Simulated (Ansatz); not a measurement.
# Si2Mo (I4/mmm) in Ansatz: settings compared

Aim: see how the results for Si2Mo move with the level of theory and the settings. Levels: LDA, PBE. Tasks: elastic constants, phonons.

All numbers are computed with Ansatz 0.2.0; they aren't measurements. Logs are shortened: lines on timing, memory, paths and dates and some standing lists are left out, and cuts for length are marked.

**1. The crystal as given**

It takes space group I4/mmm (No. 139, tetragonal). Conventional cell: a = 3.200 Å, b = 3.200 Å, c = 7.861 Å, α = 90.00°, β = 90.00°, γ = 90.00°. Mo (site symmetry 4/mmm) is surrounded by 10 Si at 2.62 Å. Si (site symmetry 4mm) is surrounded by 5 Si at 2.61 to 2.63 Å and 5 Mo at 2.62 Å.

**2. Elastic constants, LDA**

Contents of input.yaml:

```yaml
crystal:
  lattice:
    - [-1.6, 1.6, 3.9305]
    - [1.6, -1.6, 3.9305]
    - [1.6, 1.6, -3.9305]
  atoms:
    - { symbol: Mo, position: [0.0, 0.0, 0.0] }
    - { symbol: Si, position: [0.667, 0.667, 0.0] }
    - { symbol: Si, position: [0.333, 0.333, 0.0] }
hamiltonian:
  xc: lda
  pseudopotentials: { kind: paw }
kpoints:
  mp_grid: { grid: [9, 9, 9] }
scf:
  occupations: { method: fermi_dirac, width: 0.05 }
output:
  forces: true
  stress: true
elastic:
  mode: relaxed_ion
  stencil: two_point
```

Potentials or basis: Ansatz PAW.

Launch:

```
$ ansatz run input.yaml --threads 2 --pin off --max-ram 5632MiB --backend cpu --events-out ev --progress --plain --runs-dir out
```

The log of the run:

```text
Warning: RAYON_NUM_THREADS=2 ignored (pool sized by the plan → 2); use --threads N
Engine: ansatz 0.2.0, x86_64-unknown-linux-gnu
Pseudopotentials: kind: paw
Pseudopotential: Mo, paw, valence charge 14, recommended cutoff 420 eV (normal), Mo.paw.azcp
Pseudopotential: Si, paw, valence charge 4, recommended cutoff 420 eV (normal), Si.paw.azcp
Functional definition: SPW92
  exchange = slater_x
  correlation = pw_c
Crystal: 3 atoms, lattice volume = 40.248 Å³
Basis set: ecut = 420 eV, 769 PW (Γ)
Bands: 15, of which v1, the nominal top of the filled ones, is band 11 counted from 1 (10 counted from 0)
Symmetry: 16 space group operations
Space group: I4/mmm (ITA 139), of the structure as read, at distance tolerance 3.4e-5 Å
k-points: 75 of 729
Non-local potential: Mo, projectors of the file, l = 0: 3, l = 1: 2, l = 2: 2, l = 3: 1
Non-local potential: Si, projectors of the file, l = 0: 2, l = 1: 2, l = 2: 2
PAW form: soft (Blöchl's): semilocal exchange-correlation on the pseudo side does not see the compensation charge
PAW frozen core: Mo, regenerated for the run's functional, and the local potential with it (the file was generated under x = pbe(κ = 0.804, μ = 0.2195149727645171), c = pbe(β = 0.06672455060314922))
PAW frozen core: Si, regenerated for the run's functional, and the local potential with it (the file was generated under x = pbe(κ = 0.804, μ = 0.2195149727645171), c = pbe(β = 0.06672455060314922))
PAW one-centre angular grid: Mo, 590 points (default); XC on 64 Gauss nodes
PAW one-centre angular grid: Si, 110 points (default); XC on 64 Gauss nodes
Initial density: superposition of atomic densities (neutral atoms: chi_scale 0, normalization atom), corrected by the library's trained network
Initial wavefunctions: pseudopotential atomic-orbital guess
Functional: x = slater, c = lda
SCF iter   1: F=—  HF=-6061.899139 eV  |F-HF|=—  |Δ(HF+E_count)|=         —  Δρ=7.00e-3  dr2=1.16e-2  ethr=1.77e-3  ⟨swp⟩=5.5  Hψ=6497  notcnv=0
preconditioner: auto → none  [insulator: Δε(μ)=0.152 eV  Ē_g=7.683 eV  σ=0.050 eV  W_gap=0.62  n_scr=10 (ndim 8)  ℏωp=21.9 eV  f_vac=0.000  D(μ)=0.40/eV (n_scr^D=0)  ε∞_Penn≈9.1]
SCF iter   2: F=—  HF=-6061.895899 eV  |F-HF|=—  |Δ(HF+E_count)|=   3.24e-3  Δρ=2.93e-3  dr2=1.26e-3  ethr=5.28e-5  ⟨swp⟩=1.7  Hψ=1969  notcnv=0
SCF iter   3: F=—  HF=-6061.895658 eV  |F-HF|=—  |Δ(HF+E_count)|=   2.40e-4  Δρ=7.23e-4  dr2=8.90e-5  ethr=5.72e-6  ⟨swp⟩=2.6  Hψ=1667  notcnv=0
SCF iter   4: F=—  HF=-6061.895648 eV  |F-HF|=—  |Δ(HF+E_count)|=   9.78e-6  Δρ=1.41e-4  dr2=4.04e-6  ethr=4.04e-7  ⟨swp⟩=2.2  Hψ=1608  notcnv=0
SCF iter   5: F=—  HF=-6061.895648 eV  |F-HF|=—  |Δ(HF+E_count)|=   3.13e-7  Δρ=1.21e-5  dr2=2.17e-8  ethr=1.84e-8  ⟨swp⟩=2.2  Hψ=1656  notcnv=0
SCF iter   6: F=—  HF=-6061.895649 eV  |F-HF|=—  |Δ(HF+E_count)|=   8.51e-7  Δρ=2.06e-6  dr2=5.69e-10  ethr=9.87e-11  ⟨swp⟩=2.1  Hψ=1939  notcnv=0
SCF iter   7: F=—  HF=-6061.895649 eV  |F-HF|=—  |Δ(HF+E_count)|=  1.31e-10  Δρ=2.20e-7  dr2=3.04e-11  ethr=2.59e-12  ⟨swp⟩=2.0  Hψ=1950  notcnv=0
SCF iter   8: F=—  HF=-6061.895649 eV  |F-HF|=—  |Δ(HF+E_count)|=  5.46e-12  Δρ=4.93e-8  dr2=3.35e-13  ethr=1.38e-13 (applied; sched 1.00e-12)  ⟨swp⟩=2.2  Hψ=1459  notcnv=0
SCF iter   9: F=-6061.895649 eV  HF=-6061.895649 eV  |F-HF|=1.82e-12  |Δ(HF+E_count)|=  2.73e-12  Δρ=6.61e-9  dr2=8.97e-15  ethr=1.00e-12  ⟨swp⟩=4.0  Hψ=3638  notcnv=0
SCF 1 converged in 9 iterations: F = -6061.895649 eV  dr2 = 8.97e-15
relax step   1: F+E_penalty+E_count = -6061.89564893 eV  Δ(F+E_penalty+E_count) = +0.000e0 eV  max|allowed force component| = 4.035e-1 eV/Å  Δτ_max = 0.0000 Å  (9 SCF iters, accepted)
Initial density: handed on by an earlier stage of this run
Initial wavefunctions: pseudopotential atomic-orbital guess (no wavefunctions were taken with the density)
iter 1 solved again at ethr=5.94e-4 eV; its pass at ethr=3.10e-3 eV (dr2=1.31e-1 eV) is discarded
SCF iter   1: F=—  HF=-6061.942894 eV  |F-HF|=—  |Δ(HF+E_count)|=         —  Δρ=1.02e-2  dr2=1.30e-1  ethr=5.94e-4  ⟨swp⟩=1.0  Hψ=8135  notcnv=0
preconditioner: auto → none  [insulator: Δε(μ)=0.271 eV  Ē_g=7.677 eV  σ=0.050 eV  W_gap=0.61  n_scr=10 (ndim 8)  ℏωp=21.9 eV  f_vac=0.000  D(μ)=0.19/eV (n_scr^D=0)  ε∞_Penn≈9.1]
SCF iter   2: F=—  HF=-6061.904739 eV  |F-HF|=—  |Δ(HF+E_count)|=   3.82e-2  Δρ=1.62e-3  dr2=9.08e-4  ethr=5.90e-4  ⟨swp⟩=2.1  Hψ=1903  notcnv=0
SCF iter   3: F=—  HF=-6061.904524 eV  |F-HF|=—  |Δ(HF+E_count)|=   2.15e-4  Δρ=7.18e-4  dr2=1.08e-4  ethr=4.13e-6  ⟨swp⟩=2.0  Hψ=1719  notcnv=0
SCF iter   4: F=—  HF=-6061.904505 eV  |F-HF|=—  |Δ(HF+E_count)|=   1.96e-5  Δρ=2.56e-4  dr2=1.90e-5  ethr=4.92e-7  ⟨swp⟩=1.0  Hψ=1125  notcnv=0
SCF iter   5: F=—  HF=-6061.904500 eV  |F-HF|=—  |Δ(HF+E_count)|=   4.78e-6  Δρ=3.60e-5  dr2=3.31e-7  ethr=8.63e-8  ⟨swp⟩=2.1  Hψ=1343  notcnv=0
SCF iter   6: F=—  HF=-6061.904502 eV  |F-HF|=—  |Δ(HF+E_count)|=   1.76e-6  Δρ=3.65e-6  dr2=3.33e-9  ethr=1.50e-9  ⟨swp⟩=2.3  Hψ=1537  notcnv=0
SCF iter   7: F=—  HF=-6061.904502 eV  |F-HF|=—  |Δ(HF+E_count)|=  3.00e-11  Δρ=2.44e-7  dr2=9.07e-12  ethr=1.51e-11  ⟨swp⟩=2.5  Hψ=1764  notcnv=0
SCF iter   8: F=—  HF=-6061.904502 eV  |F-HF|=—  |Δ(HF+E_count)|=  9.09e-13  Δρ=2.71e-8  dr2=2.70e-13  ethr=4.12e-14 (applied; sched 1.00e-12)  ⟨swp⟩=2.2  Hψ=1925  notcnv=0
SCF iter   9: F=-6061.904502 eV  HF=-6061.904502 eV  |F-HF|=2.73e-12  |Δ(HF+E_count)|=  9.09e-13  Δρ=4.11e-9  dr2=4.34e-15  ethr=1.00e-12  ⟨swp⟩=4.0  Hψ=3508  notcnv=0
SCF 2 converged in 9 iterations: F = -6061.904502 eV  dr2 = 4.34e-15
relax step   2: F+E_penalty+E_count = -6061.90450170 eV  Δ(F+E_penalty+E_count) = -8.853e-3 eV  max|allowed force component| = 1.018e-1 eV/Å  Δτ_max = 0.0174 Å  (9 SCF iters, accepted)
Initial wavefunctions: those handed on with the density
iter 1 solved again at ethr=9.13e-7 eV; its pass at ethr=3.10e-3 eV (dr2=2.01e-4 eV) is discarded
SCF iter   1: F=—  HF=-6061.905129 eV  |F-HF|=—  |Δ(HF+E_count)|=         —  Δρ=4.98e-4  dr2=2.11e-4  ethr=9.13e-7  ⟨swp⟩=2.0  Hψ=6146  notcnv=0
preconditioner: auto → Kerker (q_TF=auto, 2.467 Å⁻¹)  [metal: Δε(μ)=0.152 eV  Ē_g=7.690 eV  σ=0.050 eV  W_gap=0.47  n_scr=10 (ndim 8)  ℏωp=21.9 eV  f_vac=0.000  D(μ)=0.24/eV (n_scr^D=0)]
[... 257 lines left out ...]
SCF iter   1: F=—  HF=-6061.905431 eV  |F-HF|=—  |Δ(HF+E_count)|=         —  Δρ=1.80e-3  dr2=9.88e-4  ethr=4.49e-6  ⟨swp⟩=2.0  Hψ=14232  notcnv=0
SCF iter   2: F=—  HF=-6061.905101 eV  |F-HF|=—  |Δ(HF+E_count)|=   3.30e-4  Δρ=8.74e-4  dr2=2.68e-4  ethr=4.49e-6  ⟨swp⟩=1.0  Hψ=1875  notcnv=0
SCF iter   3: F=—  HF=-6061.904985 eV  |F-HF|=—  |Δ(HF+E_count)|=   1.16e-4  Δρ=8.85e-5  dr2=2.53e-6  ethr=1.22e-6  ⟨swp⟩=2.8  Hψ=3332  notcnv=0
SCF iter   4: F=—  HF=-6061.904984 eV  |F-HF|=—  |Δ(HF+E_count)|=   5.76e-7  Δρ=1.01e-5  dr2=2.71e-8  ethr=1.15e-8  ⟨swp⟩=2.5  Hψ=2787  notcnv=0
SCF iter   5: F=—  HF=-6061.904984 eV  |F-HF|=—  |Δ(HF+E_count)|=   3.53e-9  Δρ=3.47e-6  dr2=8.21e-9  ethr=1.23e-10  ⟨swp⟩=2.6  Hψ=3008  notcnv=0
SCF iter   6: F=—  HF=-6061.904984 eV  |F-HF|=—  |Δ(HF+E_count)|=   1.58e-9  Δρ=6.22e-7  dr2=6.41e-11  ethr=3.73e-11  ⟨swp⟩=2.4  Hψ=2729  notcnv=0
SCF iter   7: F=—  HF=-6061.904984 eV  |F-HF|=—  |Δ(HF+E_count)|=  1.18e-11  Δρ=1.07e-7  dr2=1.85e-12  ethr=2.91e-13 (applied; sched 1.00e-12)  ⟨swp⟩=1.7  Hψ=2260  notcnv=0
SCF iter   8: F=-6061.904984 eV  HF=-6061.904984 eV  |F-HF|=0.00e0  |Δ(HF+E_count)|=  3.64e-12  Δρ=1.09e-8  dr2=3.39e-14  ethr=1.00e-12  ⟨swp⟩=4.1  Hψ=6324  notcnv=0
SCF 31 converged in 8 iterations: F = -6061.904984 eV  dr2 = 3.39e-14
relax step   1: F+E_penalty+E_count = -6061.90498435 eV  Δ(F+E_penalty+E_count) = +0.000e0 eV  max|allowed force component| = 4.683e-5 eV/Å  Δτ_max = 0.0000 Å  (8 SCF iters, accepted)
iter 1 solved again at ethr=1.00e-12 eV; its pass at ethr=3.10e-3 eV (dr2=2.83e-14 eV) is discarded
SCF iter   1: F=—  HF=-6061.904984 eV  |F-HF|=—  |Δ(HF+E_count)|=         —  Δρ=1.09e-8  dr2=3.41e-14  ethr=1.00e-12  ⟨swp⟩=2.5  Hψ=11190  notcnv=0
SCF iter   2: F=-6061.904984 eV  HF=-6061.904984 eV  |F-HF|=9.09e-13  |Δ(HF+E_count)|=  9.09e-13  Δρ=5.32e-9  dr2=5.42e-15  ethr=1.00e-12  ⟨swp⟩=3.9  Hψ=5659  notcnv=0
SCF 32 converged in 2 iterations: F = -6061.904984 eV  dr2 = 5.42e-15
SCF converged after 6 iterations
Free energy (F): -6061.905074 eV
Harris-Foulkes:  -6061.905074 eV  (|F-HF|=9.09e-13)
Internal energy: -6061.903041 eV  (E = F + TS)
E sigma→0 (E₀):  -6061.904058 eV
Entropy (-TS):   -0.002033 eV (-0.678 meV/atom)
Fermi energy:    15.664545 eV
--- Per-component energies (eV) ---
  E_band       = -51.149179
  E_kinetic    = 531.987439
  E_local      = -1159.942475  (includes V_loc(G=0)·N_el)
  E_nonlocal   = 199.904871
  E_hartree    = 429.755917
  E_xc         = -296.870229
  E_vxc        = -329.314390  (∫ρ·V_xc dr)
  E_paw        = -4061.687380  (= ΣΔE_a)
  E_vpaw       = -153.296477  (= ΣTr[D̂ρ^β])
  E_aug_tail   = 0.000029  (compensation charges beyond the density's cutoff)
  E_ewald      = -1705.692690
  E_core_change = 0.641478  (= ΣΔE_core)
  E_smearing   = -0.002033  (= −TS)
  E_closure    = -0.000000  (closes the sum)
  Σ components = -6061.905074   (vs F -6061.905074, Δ=0.00e0)
--- Forces (eV/Å), atoms counted from 1 ---
  atom   1  Mo     0.00000000    -0.00000000     0.00000000
  atom   2  Si    -0.00000000     0.00000000    -0.00000295
  atom   3  Si     0.00000000    -0.00000000     0.00000295
  max |Σ_I F_I| component: 3.47e-17 eV/Å
--- Stress (GPa, compression-positive) ---
       -5.128167       0.000000       0.000000
        0.000000      -5.128167       0.000000
        0.000000       0.000000      -6.939777
  P = ⅓ Tr σ = -5.7320 GPa (-57.320 kbar)
--- Band table (eV; the first three rows and the last of 75) ---
  k-point 0: bands = ["-44.8570", "-19.0683", "-18.9846", "-18.9846", "2.3557", "9.3308", "12.2589", "12.6244", "13.1413", "13.1413", "16.0905", "18.8656", "19.0283", "19.1963", "19.1963"]
  k-point 1: bands = ["-44.8527", "-19.0622", "-19.0145", "-19.0104", "2.7355", "9.6588", "11.3674", "12.3055", "12.7375", "14.1264", "14.8248", "18.0490", "19.0115", "19.3548", "19.4418"]
  k-point 2: bands = ["-44.8417", "-19.0853", "-19.0754", "-19.0473", "3.8016", "10.2155", "10.6213", "10.8913", "13.1094", "13.1141", "14.3134", "18.2613", "19.1103", "19.4328", "19.4559"]
  k-point 74: bands = ["-44.8543", "-19.0876", "-19.0171", "-18.9832", "4.3914", "5.8050", "11.8816", "13.2333", "14.7787", "14.8471", "15.1887", "15.3975", "16.7216", "20.7062", "21.0900"]
--- Elastic constants: 4 strain directions × 2 members + reference (group order 16) ---
  dense FFT box of the reference and of every strained cell: 32×32×32
  strains applied: 11, 33, 23, 12; error gains: componentwise 1.00 (the most a stress slope's error grows in a printed constant), spectral 1.41 (1 for all six strains in a standard setting)
  reference relaxed by the batch: 5 steps; max|allowed force component| 4.04e-1 eV/Å at the deck's positions, 2.92e-6 at the last accepted step, 2.95e-6 by the solve of record
  largest displacement 2.3e-2 Å; the constants are those of the deck's cell at these positions:
  atoms:
    - { symbol: Mo, position: [4.914113684404851e-35, -7.235504830964683e-34, -7.670492470565699e-34] }
    - { symbol: Si, position: [0.6640731058319973, 0.6640731058319973, 4.465311207323595e-34] }
    - { symbol: Si, position: [0.3359268941680029, 0.3359268941680029, 3.2051812632421032e-34] }
  C = ∂σ_k/∂η_j (tension-positive GPa; Voigt order 11 22 33 23 13 12):
       386.891    113.547     81.215     -0.000     -0.000     -0.000
       113.547    386.891     81.215     -0.000     -0.000      0.000
        79.420     79.420    475.805      0.000     -0.000      0.000
        -0.000      0.000     -0.000    194.381      0.000      0.000
        -0.000     -0.000     -0.000      0.000    194.381      0.000
        -0.000      0.000      0.000      0.000     -0.000    180.073
  reference stress σ⁰ (GPa):      5.128      5.128      6.940     -0.000     -0.000     -0.000
  C* (energy form; C + prestress term) asymmetry max|C*_kj − C*_jk| = 1.632e-2 GPa — a small one proves nothing (zero by symmetry where the batch's group is 432, −43m or m−3m); a large one is finite-difference/SCF noise where every solve meets its electron count
  moduli (Voigt/Reuss/Hill, GPa): K = 199.77/199.16/199.47   G = 178.79/175.55/177.17   E = 410.10   ν = 0.157
  mechanically stable: yes (min eigenvalue of sym C = 180.07 GPa)
  strain η (Voigt 11):  stress-route row diagonal C_11 = 386.89 GPa, energy-path curvature d²(F+E_count+ΔE)/dδ²/Ω₀ = 386.85 GPa
         δ    σ_11 (GPa)             F (eV)   n_scf  n_hpsi   n_pw
    -2.000e-3       4.3507       -6061.9074525       2   18533    802   relax 2 steps, max|allowed force component| 6.20e-6 eV/Å
     2.000e-3       5.8983       -6061.9023043       2   18564    804   relax 2 steps, max|allowed force component| 8.85e-6 eV/Å
  strain η (Voigt 33):  stress-route row diagonal C_33 = 475.80 GPa, energy-path curvature d²(F+E_count+ΔE)/dδ²/Ω₀ = 475.83 GPa
         δ    σ_33 (GPa)             F (eV)   n_scf  n_hpsi   n_pw
    -2.000e-3       5.9790       -6061.9083174       2   10973    802   relax 3 steps, max|allowed force component| 2.28e-7 eV/Å
     2.000e-3       7.8822       -6061.9013495       2   11017    804   relax 3 steps, max|allowed force component| 2.96e-7 eV/Å
  strain η (Voigt 23):  stress-route row diagonal C_44 = 194.38 GPa, energy-path curvature d²(F+E_count+ΔE)/dδ²/Ω₀ = 191.38 GPa
         δ    σ_23 (GPa)             F (eV)   n_scf  n_hpsi   n_pw
    -2.000e-3      -0.3888       -6061.9049774       2   30146    804   relax 3 steps, max|allowed force component| 1.78e-7 eV/Å
     2.000e-3       0.3888       -6061.9049774       2   30049    804   relax 3 steps, max|allowed force component| 3.59e-8 eV/Å
  strain η (Voigt 12):  stress-route row diagonal C_66 = 180.07 GPa, energy-path curvature d²(F+E_count+ΔE)/dδ²/Ω₀ = 177.52 GPa
         δ    σ_12 (GPa)             F (eV)   n_scf  n_hpsi   n_pw
    -2.000e-3      -0.3601       -6061.9049843       2   18482    803   relax 1 steps, max|allowed force component| 4.68e-5 eV/Å
     2.000e-3       0.3601       -6061.9049843       2   18595    803   relax 1 steps, max|allowed force component| 4.68e-5 eV/Å
```

It took 32 s on 2 threads of Intel Xeon 6975P-C (Granite Rapids), shared host; peak memory 0.49 GiB.

Results:

| Property | Result |
| --- | --- |
| Free energy | -6061.9051 eV |
| Pressure | -5.7 GPa |
| Band gap on the k mesh | none (metal or under the smearing width) |
| Voigt bulk modulus | 200 GPa |

Elastic tensor in Voigt notation (GPa, in the Cartesian axes of the cell as first typed):
```
387 114  81   0   0   0
114 387  81   0   0   0
 79  79 476   0   0   0
  0   0   0 194   0   0
  0   0   0   0 194   0
  0   0   0   0   0 180
```

Caveat: the cell is more than 3 GPa from zero pressure, which shifts response properties; elastic constants of metals need much finer meshes, so these are rough; the PAW data sets come from PBE, with cores solved anew for the run's functional, which leaves a small shift of forces and pressure.

(Part 1 of 2 ends here.)
